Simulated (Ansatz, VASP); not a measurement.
## NaI: VASP beside Ansatz

```
I Na
1.0
     0.00000    3.23640    3.23640
     3.23640    0.00000    3.23640
     3.23640    3.23640    0.00000
I Na
1 1
Direct
  0.50000 0.50000 0.50000
  0.00000 0.00000 0.00000
```

Alike in both runs: task band structure; functional PBE; k mesh 7 × 7 × 7; occupations fermi-dirac, width 0.05 eV; no spin polarisation.

|  | VASP | Ansatz |
| --- | --- | --- |
| version | VASP 6.6.1 | Ansatz 0.2.0 |
| potentials or method | VASP PAW PBE potentials, release 64 (I, Na_pv) | Ansatz PAW |
| plane-wave cutoff (eV) | 520 | 420 |
| valence electrons in the cell | 14 | 26 |

```tsv
	VASP	Ansatz	Ansatz less VASP
gap on the k mesh at the Fermi level (eV)	3.64	3.64	+0.004
least direct gap on the mesh (eV)	3.64	3.64	+0.004
gap along the band path (eV)	3.64	3.64	+0.004
pressure (GPa)	0.4	0.4	-0.03
```

The functional is the same, so the differences come from potentials, cutoffs and numerics. The two sets of potentials don't hold the same shells in valence.

Caveats: spin-orbit coupling is left out, which moves the levels of the heavy elements. Expect the measured gap to be larger: semilocal functionals such as PBE lack the derivative discontinuity.
